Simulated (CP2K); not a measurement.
Zn: band structure with PBE

Zn:

```
CELL_PARAMETERS angstrom
2.67000 0.00000 0.00000
-1.33500 2.31229 0.00000
0.00000 0.00000 4.96600
ATOMIC_POSITIONS crystal
Zn 0.66667 0.33333 0.75000
Zn 0.33333 0.66667 0.25000
```

```json
{"Program": "CP2K 2026.2", "Task": "band structure", "Functional": "PBE", "Potentials or basis": "GTH_POTENTIALS Zn GTH-PBE-q12; SZV-MOLOPT-SR-GTH basis", "Density cutoff": "6123 eV", "k mesh": "11 × 11 × 6", "Occupations": "fermi-dirac, width 0.05 eV", "Spin": "no spin polarisation", "SCF solver": "diagonalisation with k points", "Quickstep method": "GPW", "EPS_DEFAULT": "1.0E-9", "EPS_SCF": "1.0E-6", "MAX_SCF": "100", "SCF_GUESS": "ATOMIC", "k points reduced by the point group": "yes", "Mesh centred on Gamma": "yes", "CHOLESKY": "OFF", "EPS_EIGVAL": "1.0E-7", "MIXING METHOD": "BROYDEN_MIXING", "MIXING ALPHA": "0.4", "NBUFFER": "8", "NGRIDS": "5", "Basis sets": "Zn SZV-MOLOPT-SR-GTH-q12", "Potentials": "Zn GTH-PBE-q12 of GTH_POTENTIALS", "ADDED_MOS": "[6]", "Points a segment of the path (NPOINTS)": "10", "Bands added on the path": "2", "REL_CUTOFF (Ry)": "60 Ry", "MIXING BETA (1/bohr)": "1.5 1/bohr", "CUTOFF of the grids": "450 Ry"}
```

```yaml
Pressure: 2.6 GPa
Band_gap_on_the_k_mesh: none (metal or under the smearing width)
```

Stress tensor (GPa, compression positive):
```
2.45 0.01 0.00
0.01 2.46 0.00
0.00 0.00 2.92
```

Levels at the corners of the path, in eV from the Fermi level:
```tsv
point	band 9	band 10	band 11	band 12	band 13	band 14	band 15	band 16
Γ	-7.09	-6.88	-6.88	-3.77	-2.90	15.23	19.19	19.19
M	-6.72	-6.70	-2.91	-2.07	3.48	3.94	6.23	9.14
K	-6.98	-6.98	0.22	0.22	0.24	5.29	7.42	7.42
Γ	-7.09	-6.88	-6.88	-3.77	-2.90	15.23	19.19	19.19
A	-6.97	-6.97	-6.97	-6.97	6.23	6.23	20.55	20.55
L	-6.71	-6.71	-1.96	-1.96	0.97	0.97	11.81	11.81
H	-6.88	-6.88	1.01	1.01	2.15	2.15	3.71	3.71
A	-6.97	-6.97	-6.97	-6.97	6.23	6.23	20.55	20.55
L	-6.71	-6.71	-1.96	-1.96	0.97	0.97	11.81	11.81
M	-6.72	-6.70	-2.91	-2.07	3.48	3.94	6.23	9.14
K	-6.98	-6.98	0.22	0.22	0.24	5.29	7.42	7.42
H	-6.88	-6.88	1.01	1.01	2.15	2.15	3.71	3.71
```

It took 14 s on 1 thread of Arm Neoverse V1, with other jobs on the host, peak memory 0.2 GiB.

Caveat: a minimal basis gives rough bond lengths, pressures and levels; the basis of atomic orbitals isn't converged, which shifts pressures, moduli and gaps.
